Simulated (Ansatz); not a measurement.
**CsPbCl3 in I4/mcm, a phase reached by a soft mode: following an unstable mode**

Aim: this structure of CsPbCl3 in I4/mcm, a phase reached by a soft mode is to be tested for unstable modes, and one is followed downhill.

Method: DFT PBEsol, scalar-relativistic, plane waves, PAW; PAW set soft_1, in Ansatz 0.2.0.

This is a report of a sequence of runs, with most program output left out.

The structure was built from a prototype and need not be the compound's stable phase.

### 1. The structure

The structure is tetragonal, space group I4/mcm (No. 140). The conventional cell has a = 7.775 Å, b = 7.775 Å, c = 11.384 Å, α = 90.00°, β = 90.00°, γ = 90.00°. Cs has 12 Cl at 3.51 to 4.47 Å nearest. Pb has 6 Cl at 2.84 to 2.85 Å nearest. Cl has 2 Pb at 2.84 Å and 4 Cs at 3.51 to 4.47 Å nearest. Nearest to Cl lie 2 Pb at 2.85 Å and 4 Cs at 3.89 Å. Farther neighbours and most contacts between anions are not listed.

### 2. Modes at Γ

This phase was reached earlier by freezing in an unstable mode of a structure of higher symmetry and relaxing. Its zone-centre modes can show that it is still unstable.

Contents of input.yaml:

```yaml
crystal:
  lattice:
    - [-3.8875073506, 3.8875073506, 5.692225754]
    - [3.8875073506, -3.8875073506, 5.692225754]
    - [3.8875073506, 3.8875073506, -5.692225754]
  atoms:
    - { symbol: Cs, position: [0.75, 0.25, 0.5] }
    - { symbol: Cs, position: [0.25, 0.75, 0.5] }
    - { symbol: Pb, position: [0.0, 0.0, 0.0] }
    - { symbol: Pb, position: [0.5, 0.5, 0.0] }
    - { symbol: Cl, position: [0.8137497122, 0.3137497122, 0.1274994244] }
    - { symbol: Cl, position: [0.1862502878, 0.6862502878, 0.8725005756] }
    - { symbol: Cl, position: [0.75, 0.75, 0.0] }
    - { symbol: Cl, position: [0.25, 0.25, 0.0] }
    - { symbol: Cl, position: [0.3137497122, 0.1862502878, 0.5] }
    - { symbol: Cl, position: [0.6862502878, 0.8137497122, 0.5] }
kpoints:
  mp_grid: { grid: [6, 6, 6] }
hamiltonian:
  xc: pbesol
  pseudopotentials: { kind: paw, azcp: { folder: soft_1 }, xc_functional: pbe }
scf:
  occupations: { method: fixed }
output:
  eigenvalues: true
phonons:
  method: dfpt
  dielectric: true
  rigid_motions: translations
```

The run is started by

```bash
> ansatz run input.yaml --threads 4 --pin off --max-ram 16384MiB --backend cpu --events-out ev --progress --plain --runs-dir out
```

It took 17 min on 4 threads of Intel Xeon Platinum 8375C at 2.90GHz (Ice Lake), shared host; peak memory 7.9 GiB.

Numbers from this step:

```
gap on the k-mesh                                       : 2.086 eV
volume per atom                                         : 34.41 Å³
sum-rule residual before enforcement                    : 4.14e-5 eV/Å²
miss of the charge sum rule                             : 0.02792 e
estimated error of the dielectric tensor                : 0.01017
estimated error of the Born charges                     : 0.02250 e
point group                                             : 4/mmm
highest optical mode at the zone centre (no LO-TO term) : 246.1 cm⁻¹
lowest optical zone-centre mode                         : -17.39 cm⁻¹
mean high-frequency dielectric constant                 : 3.911
largest Born charge (third of the trace)                : 3.785 e
top of the zone-centre spectrum with the field          : 246.1 cm⁻¹
```

Without the LO-TO term. Patterns of degenerate modes are one choice out of their space. Modes at Γ, with each element's share of the kinetic energy (negative means imaginary):

| mode | frequency (cm⁻¹) | symmetry | Cs % | Pb % | Cl % |
| --- | --- | --- | --- | --- | --- |
| 1 | -17.4 | Eg | 41 | 0 | 59 |
| 2 | -17.4 | Eg | 41 | 0 | 59 |
| 3 | 0.0 | acoustic | 30 | 46 | 24 |
| 4 | 0.0 | acoustic | 30 | 46 | 24 |
| 5 | 0.0 | acoustic | 30 | 46 | 24 |
| 6 | 27.9 | Eu | 56 | 13 | 31 |
| 7 | 27.9 | Eu | 56 | 13 | 31 |
| 8 | 47.0 | Eg | 59 | 0 | 41 |
| 9 | 47.0 | Eg | 59 | 0 | 41 |
| 10 | 48.2 | A2u | 52 | 39 | 9 |
| 11 | 52.2 | B2g | 99 | 0 | 1 |
| 12 | 52.3 | Eu | 12 | 19 | 69 |
| 13 | 52.3 | Eu | 12 | 19 | 69 |
| 14 | 60.7 | Eu | 3 | 34 | 63 |
| 15 | 60.7 | Eu | 3 | 34 | 63 |
| 16 | 78.4 | B1u | 0 | 0 | 100 |
| 17 | 80.0 | A1g | 0 | 0 | 100 |
| 18 | 82.7 | A2u | 18 | 3 | 79 |
| 19 | 92.3 | A1u | 0 | 100 | 0 |
| 20 | 92.9 | Eg | 0 | 0 | 100 |
| 21 | 92.9 | Eg | 0 | 0 | 100 |
| 22 | 101.5 | Eu | 0 | 70 | 30 |
| 23 | 101.5 | Eu | 0 | 70 | 30 |
| 24 | 106.7 | B2g | 1 | 0 | 99 |
| 25 | 112.3 | A2u | 0 | 12 | 88 |
| 26 | 115.7 | Eu | 0 | 17 | 83 |
| 27 | 115.7 | Eu | 0 | 17 | 83 |
| 28 | 200.7 | A2g | 0 | 0 | 100 |
| 29 | 201.4 | B1g | 0 | 0 | 100 |
| 30 | 246.1 | A2g | 0 | 0 | 100 |

Displacements in mode 2 (-17.4 cm⁻¹), the largest set to 1:
```
Cs1  0.11  0.52  0.00
Cs2 -0.11 -0.52  0.00
Pb3  0.00  0.00  0.00
Pb4  0.00  0.00  0.00
Cl5  0.00  0.00 -0.56
Cl6  0.00  0.00  0.56
Cl7 -0.21  1.00  0.00
Cl8  0.21 -1.00  0.00
Cl9  0.00  0.00  0.37
Cl10 0.00  0.00 -0.37
```

Displacements in mode 8 (47.0 cm⁻¹), the largest set to 1:
```
Cs1  0.01 -0.72  0.00
Cs2 -0.01  0.72  0.00
Pb3  0.00  0.00  0.00
Pb4  0.00  0.00  0.00
Cl5  0.00  0.00 -0.43
Cl6  0.00  0.00  0.43
Cl7  0.01  1.00  0.00
Cl8 -0.01 -1.00  0.00
Cl9  0.00  0.00  0.43
Cl10 0.00  0.00 -0.43
```

Before it was imposed, the acoustic sum rule was missed by 4.1e-5 eV/Å² and the charge sum rule by 0.028 e. Small misses are needed for a sound result but don't prove that mesh and cutoff are converged. The lowest optical mode is imaginary, 17.4i cm⁻¹, so the energy falls along it.

### 3. The mode frozen in, largest atomic shift 0 Å

The mode followed lies at Γ with frequency 17.4i cm⁻¹ and is 2-fold degenerate, the softest among the wavevectors solved. At small amplitude the distorted cell has space group no. 12 by a symmetry search on the positions. The undistorted cell that holds it gives the zero of energy on the same k mesh.

Edit input.yaml of step 2 so:

```diff
@@ -22,8 +22,6 @@
 scf:
-  occupations: { method: fixed }
+  occupations: { method: gaussian, width: 0.02 }
 output:
+  forces: true
+  stress: true
   eigenvalues: true
-phonons:
-  method: dfpt
-  dielectric: true
-  rigid_motions: translations
```

The job ended after 9.2 s (4 threads; peak memory 1.1 GiB).

This step gave:

- pressure: -0.004045 GPa
- energy from the undistorted cell: 0 meV/atom

At this level the gap is 2.09 eV on the k-mesh of the self-consistent run, which can miss the band edges.

### 4. The mode frozen in, largest atomic shift 0.22 Å

The atoms are moved along the unstable eigenvector, the largest shift by 0.22 Å, with the cell fixed.

input.yaml, the sections that differ from step 3:

```yaml
crystal:
  lattice:
    - [-3.8875073506, 3.8875073506, 5.692225754]
    - [3.8875073506, -3.8875073506, 5.692225754]
    - [3.8875073506, 3.8875073506, -5.692225754]
  atoms:
    - { symbol: Cs, position: [0.7604094976, 0.2395905024, 0.5] }
    - { symbol: Cs, position: [0.2395905024, 0.7604094976, 0.5] }
    - { symbol: Pb, position: [0.0, 0.0, 0.0] }
    - { symbol: Pb, position: [0.5, 0.5, 0.0] }
    - { symbol: Cl, position: [0.8137497122, 0.3137497122, 0.1274994244] }
    - { symbol: Cl, position: [0.1862502878, 0.6862502878, 0.8725005756] }
    - { symbol: Cl, position: [0.7700081283, 0.7700081283, 0.0400162566] }
    - { symbol: Cl, position: [0.2299918717, 0.2299918717, -0.0400162566] }
    - { symbol: Cl, position: [0.3264608839, 0.1989614596, 0.5] }
    - { symbol: Cl, position: [0.6735391161, 0.8010385404, 0.5] }
# kpoints, hamiltonian, scf, output: as in step 3
```

Elapsed: 25 s, on 4 threads; peak memory 1.4 GiB; 94 s of CPU time.

Numbers from this step:

```
pressure                         : -0.005016 GPa
gap on the k-mesh                : 2.123 eV
energy from the undistorted cell : -0.142 meV/atom
```

The energy, extrapolated to zero smearing, is -0.14 meV/atom against the undistorted cell.

The run ends at a pressure of -0.01 GPa, with forces up to 0.011 eV/Å.

### 5. Energy along the mode, all amplitudes (two of the runs are shown above)

An imaginary frequency means negative curvature, so the energy should fall and then rise again as anharmonic terms take over.

Numbers from this step:

* depth at the lowest point sampled: 0.142 meV/atom
* largest atomic shift at that point: 0.22 Å

Table of energy from the parent by largest atomic shift:

| largest atomic shift (Å) | energy from the parent (meV/atom) |
| --- | --- |
| 0.000 | 0 |
| 0.040 | -0.015 |
| 0.080 | -0.056 |
| 0.140 | -0.136 |
| 0.220 | -0.142 |
| 0.320 | 0.479 |
| 0.450 | 3.89 |
| 0.600 | 15.6 |

Displacement at unit largest shift by atom:

| atom | x (Å) | y (Å) | z (Å) | size |
| --- | --- | --- | --- | --- |
| Cs1 | -0.368 | 0.368 | 0.000 | 0.520 |
| Cs2 | 0.368 | -0.368 | 0.000 | 0.520 |
| Pb3 | 0.000 | 0.000 | 0.000 | 0.000 |
| Pb4 | 0.000 | 0.000 | 0.000 | 0.000 |
| Cl5 | 0.000 | 0.000 | 0.000 | 0.000 |
| Cl6 | 0.000 | 0.000 | 0.000 | 0.000 |
| Cl7 | 0.707 | 0.707 | 0.000 | 1.000 |
| Cl8 | -0.707 | -0.707 | 0.000 | 1.000 |
| Cl9 | 0.000 | 0.000 | 0.658 | 0.658 |
| Cl10 | 0.000 | 0.000 | -0.658 | 0.658 |

The lowest of the steps tried is at 0.22 Å, 0.142 meV/atom below the parent; the bottom of the well need not coincide with a step.

### 6. Relaxing from the distorted cell

Starting from the lowest point found, all atoms and the cell are let go, so that strain and other modes of the same symmetry can join in.

Edit input.yaml of step 4 so:

```diff
@@ -22,3 +22,3 @@
 scf:
-  occupations: { method: gaussian, width: 0.02 }
+  occupations: { method: fixed }
 output:
@@ -27 +27,6 @@
   eigenvalues: true
+relax:
+  adjacent_minimum: "off"
+  f_tol: 0.002
+  max_steps: 120
+  cell: { stress_tol: 0.03 }
```

The job ended after 3.1 min (4 threads; peak memory 1.4 GiB).

The steps of the relaxation:

| step | energy less that of the first step (eV) | largest force component (eV/Å) | pressure (GPa) | volume (Å³) |
| --- | --- | --- | --- | --- |
| 1 | 0.0000 | 0.0073 | -0.01 | 344.10 |
| 2 | -0.0007 | 0.0046 | 0.01 | 344.09 |
| 3 | -0.0012 | 0.0029 | 0.00 | 344.56 |
| 4 | -0.0013 | 0.0011 | 0.00 | 344.65 |
| 5 | -0.0013 | 0.0008 | 0.00 | 344.70 |
| 6 | -0.0013 | 0.0022 | 0.00 | 344.75 |
| 7 | -0.0013 | 0.0002 | 0.00 | 344.73 |
| 8* | -0.0013 | 0.0002 | 0.00 | 344.73 |

Relaxation steps marked * repeat the geometry before them on a plane-wave basis chosen anew for their cell, so energy and pressure can jump there. Relaxation step 6 was tried and not accepted.

The run keeps the 4 symmetry operations that it works with, so distortions that break them were not tested.

| cell as run | before | after | change |
| --- | --- | --- | --- |
| a (Å) | 7.914 | 7.936 | +0.3 % |
| b (Å) | 7.914 | 7.889 | -0.3 % |
| c (Å) | 7.914 | 7.904 | -0.1 % |
| α (°) | 121.16 | 120.82 | -0.3 % |
| β (°) | 121.16 | 121.01 | -0.1 % |
| γ (°) | 88.01 | 88.48 | +0.5 % |
| volume (Å³/atom) | 34.41 | 34.47 | +0.2 % |

The atoms that moved most (Å, as changes of fractional coordinates times the final cell):

| atom | dx | dy | dz | length |
| --- | --- | --- | --- | --- |
| Cl10 | -0.023 | 0.023 | -0.029 | 0.044 |
| Cl9 | 0.023 | -0.023 | 0.029 | 0.044 |
| Cl5 | -0.022 | -0.022 | 0.000 | 0.031 |
| Cl6 | 0.022 | 0.022 | 0.000 | 0.031 |
| Cl8 | -0.016 | -0.016 | 0.000 | 0.022 |
| Cl7 | 0.016 | 0.016 | 0.000 | 0.022 |

This step gave:

```
pressure          : -3.26e-4 GPa
gap on the k-mesh : 2.134 eV
volume per atom   : 34.47 Å³
```

The distorted start has space group C2/m; the relaxation ends in C2/m.

### 7. The new phase in its own primitive cell

The relaxed structure is symmetrised, reduced to its primitive cell and relaxed tightly, as its phonons need.

input.yaml, the sections that differ from step 6:

```yaml
crystal:
  lattice:
    - [5.5202111863, -5.5087987696, 0.0]
    - [5.5202111863, 5.5087987696, 0.0]
    - [-5.4866348751, 0.0, 5.6681415921]
  atoms:
    - { symbol: Cs, position: [0.2394676057, 0.2394676057, 0.4998548259] }
    - { symbol: Cs, position: [0.7605323943, 0.7605323943, 0.5001451741] }
    - { symbol: Pb, position: [0.5, 0.0, 0.0] }
    - { symbol: Pb, position: [0.0, 0.5, 0.0] }
    - { symbol: Cl, position: [0.8109000049, 0.1890999951, 0.0] }
    - { symbol: Cl, position: [0.1890999951, 0.8109000049, 0.0] }
    - { symbol: Cl, position: [0.7720366883, 0.2279633117, 0.5] }
    - { symbol: Cl, position: [0.2279633117, 0.7720366883, 0.5] }
    - { symbol: Cl, position: [0.6739243659, 0.6739243659, 0.9693646678] }
    - { symbol: Cl, position: [0.3260756341, 0.3260756341, 0.0306353322] }
relax:
  adjacent_minimum: "off"
  f_tol: 0.001
  max_steps: 60
  cell: { stress_tol: 0.01 }
# kpoints, hamiltonian, scf, output: as in step 6
```

It took 52 s on 4 threads; peak memory 1.4 GiB.

Little changed from the start: no atom moved by 0.005 Å and no cell edge by 0.1 %.

Numbers from this step:

```
direct gap on mesh : 2.134 eV
```

The largest force component left is 0.21 meV/Å and the pressure is 0.000 GPa, within the tolerances set. The cell now holds 34.47 Å³/atom.

### 8. The phases reached

The phases reached along the modes that were followed are set side by side.

Energies are those of the first relaxation, on the mesh of the frozen mode; space group, volume and gap are those of the last relaxation. Phases, by row:

| mode frozen in | space group | energy from parent (meV/atom) | volume (Å³/atom) | gap on mesh (eV) | lowest zone-centre optical mode (cm⁻¹) | largest shift (Å) |
| --- | --- | --- | --- | --- | --- | --- |
| parent | I4/mcm | 0 | 34.41 | 2.086 | – | – |
| q = (0, 0, 0), 17i cm⁻¹ | C2/c | -0.21 | 34.44 | 2.12 | -11.2 | 0.204 |
| q = (0, 0, 0), 17i cm⁻¹ | C2/m | -0.28 | 34.47 | 2.134 | – | 0.243 |

### 9. Results

```json
{"unstable mode of the parent": "q = (0, 0, 0), 17i cm⁻¹", "depth at the lowest point sampled": "0.142 meV/atom", "largest atomic shift at that point": "0.22 Å", "space group reached (within 0.01 Å)": "C2/m", "energy gained over the parent (first relaxation, on the mesh of the frozen mode)": "0.276 meV/atom", "volume per atom, phase reached": "34.5 Å³", "gap on the k-mesh, phase reached": "2.13 eV"}
```

Along this mode the structure falls into C2/m, 0.276 meV/atom below the parent. At the parent's cell the well is 0.142 meV/atom deep on the steps tried, with its lowest point at a shift of 0.22 Å. Relaxing atoms and cell changes the gain by +0.13 meV/atom against the lowest step (energies at zero smearing). The modes of the phase reached were not computed on this path. How so shallow a well moves with the k mesh was not tested. Of the 2 patterns followed to their end from this parent, this one reaches the lowest energy. Another end point lies within 1 meV/atom; how such a difference moves with mesh and cutoff was not tested. Each path keeps the symmetry of its pattern, so a lower phase may lie along a pattern not tried. Spin-orbit coupling is left out, which can matter for the heavy elements here. The PAW files were made for PBE and serve the other functionals too. The starting cell was built on a prototype and not taken from a measurement, so the phase need not exist.

[Logs are printed without paths, hosts, clocks, repeated set-up lines and the standing remarks that a program may print on its own settings, such as how far it seeks lower states.]

[Hosts, paths, dates, database ids (printed as entryN), source tags and the programs' standing remarks are cut or masked in the printed files.]
